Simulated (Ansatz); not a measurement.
# From the elastic tensor of TiAl3 at 7 GPa (stress–strain coefficients) to moduli and sound speeds

Level of theory: Ansatz 0.2.0, DFT PBE, scalar-relativistic, plane waves, PAW. Settings: 420 eV plane-wave cutoff, Γ-centred 12×12×12 mesh, Fermi-Dirac smearing of 0.15 eV. No spin polarisation.

Symmetry: Pm-3m, No. 221, cubic system. Conventional cell: a = 3.905 Å, b = 3.905 Å, c = 3.905 Å, α = 90.00°, β = 90.00°, γ = 90.00°. Around Ti (site symmetry m-3m) lie 12 Al at 2.76 Å. Around Al (site symmetry 4/mmm) lie 4 Ti at 2.76 Å and 8 Al at 2.76 Å.

In a metal, frequencies and elastic constants depend on the k mesh and the smearing, soft modes and shear constants most. Other phases may be more stable at this pressure.

Relaxed-ion constants (GPa, on the Cartesian axes of the calculation):
C11 = 225.3, C12 = 86.6, C13 = 86.6, C22 = 225.3, C23 = 86.6, C33 = 225.3, C44 = 95.8, C55 = 95.8, C66 = 95.8 GPa; the others vanish.

Density 3.593 g/cm³; 4 atoms in 59.54 Å³.

The values that follow are for a polycrystal of randomly turned grains, by Hill's mean where one number stands.

With S = C⁻¹: B_V = (C11+C22+C33+2(C12+C13+C23))/9, G_V = (C11+C22+C33−C12−C13−C23+3(C44+C55+C66))/15, 1/B_R = S11+S22+S33+2(S12+S13+S23), 15/G_R = 4(S11+S22+S33−S12−S13−S23)+3(S44+S55+S66); Hill is their mean. Then v_l = √((B+4G/3)/ρ), v_t = √(G/ρ), v_m = [(2/v_t³+1/v_l³)/3]^(−1/3) and Θ = (ħ/k_B)·v_m·(6π²n/V)^(1/3) for n atoms in the volume V; E = 9BG/(3B+G), ν = (3B−2G)/(2(3B+G)) and A^U = 5G_V/G_R + B_V/B_R − 6.

```json
{
 "Bulk modulus, Voigt / Reuss / Hill": "132.9 / 132.9 / 132.9 GPa",
 "Shear modulus, Voigt / Reuss / Hill": "85.2 / 83.1 / 84.1 GPa",
 "Young's modulus": "208 GPa",
 "Poisson ratio": "0.239",
 "Pugh ratio B/G": "1.58",
 "Universal anisotropy index": "0.13",
 "Longitudinal and transverse sound speeds": "8259 and 4839 m/s",
 "Debye temperature from the mean sound speed": "649 K"
}
```

This form isn't the usual stable structure of the compound at low pressure.

Cost: 1 run of about 1.1 core-minutes, on Intel Xeon Platinum 8175M (Skylake/Cascade Lake) (shared hosts).